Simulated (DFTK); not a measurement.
**TaN under changes of volume**

One of the cells (10.813 Å³/atom); the others are scaled copies at fixed shape and fractional positions:

```
Ta N
1.0
     0.00000    2.21132    2.21132
     2.21132    0.00000    2.21132
     2.21132    2.21132    0.00000
Ta N
1 1
Direct
  0.50000 0.50000 0.50000
  0.00000 0.00000 0.00000
```

The cell comes from a database or a generator and needn't be the stable form of this composition.

- Program: DFTK 0.8.2
- Functional: PBEsol
- Potentials or basis: PseudoDojo 0.4 stringent (PBEsol)
- Cutoff: 1796 eV
- k mesh: 6 × 6 × 6
- Occupations: fermi-dirac, width 0.05 eV
- Spin: no spin polarisation

```csv
volume (Å³/atom),energy over the lowest point (meV/atom),pressure (GPa)
10.164,9.56,11.2
10.381,0.00,3.1
10.597,0.77,-4.1
10.813,10.80,-10.6
11.030,29.09,-16.4
11.246,?,?
11.462,87.09,-26.2
```

Task: What does the run at 11.246 Å³/atom give?

Result: Energy over the lowest point 54.78 meV/atom; pressure -21.6 GPa.

Worked out: A Birch-Murnaghan fit of order 3 (a polynomial in V^(-2/3)) to the other rows has its minimum at 10.47 Å³/atom with B0 = V·E''(V) = 352 GPa and B' = 4.3. It gives 54.78 meV/atom at 11.246 Å³/atom, against the run's 54.78, and -dE/dV = -21.6 GPa, against -21.6.

Energies are extrapolated to zero smearing.

Caveats: all runs use coarse meshes.
